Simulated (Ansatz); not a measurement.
Here is an Ansatz 0.2.0 calculation.

input.yaml

```yaml
crystal:
  lattice:
    - [0.0, 3.19375, 3.19375]
    - [3.19375, 0.0, 3.19375]
    - [3.19375, 3.19375, 0.0]
  atoms:
    - { symbol: Ba, position: [0.0, 0.0, 0.0] }
    - { symbol: S, position: [0.5, 0.5, 0.5] }
kpoints:
  mp_grid: { grid: [7, 7, 7] }
scf:
  occupations: { method: gaussian, width: 0.016 }
hamiltonian:
  xc: pbe
  pseudopotentials: { kind: all_electron, lapw: { basis_error: 0.001 } }
output:
  forces: true
  stress: true
  eigenvalues: true
```

Potentials or basis: all-electron LAPW, scalar-relativistic.

Command:

```bash
$ ansatz run input.yaml --threads 1 --pin off --max-ram 3072MiB --backend cpu --events-out ev --progress --plain --runs-dir out
```

Problem. Estimate the pressure.

Solution. 0.8 GPa.

Problem. What does it give for the band gap on the k mesh?

Solution. 2.26 eV, indirect (least direct gap 2.38 eV).

Caveat: spin-orbit coupling is left out, which moves the levels of the heavy elements; an odd mesh through Γ misses points on the zone boundary, where band edges often lie.

The gap isn't set beside the measured one, since this odd mesh misses points on the zone boundary.
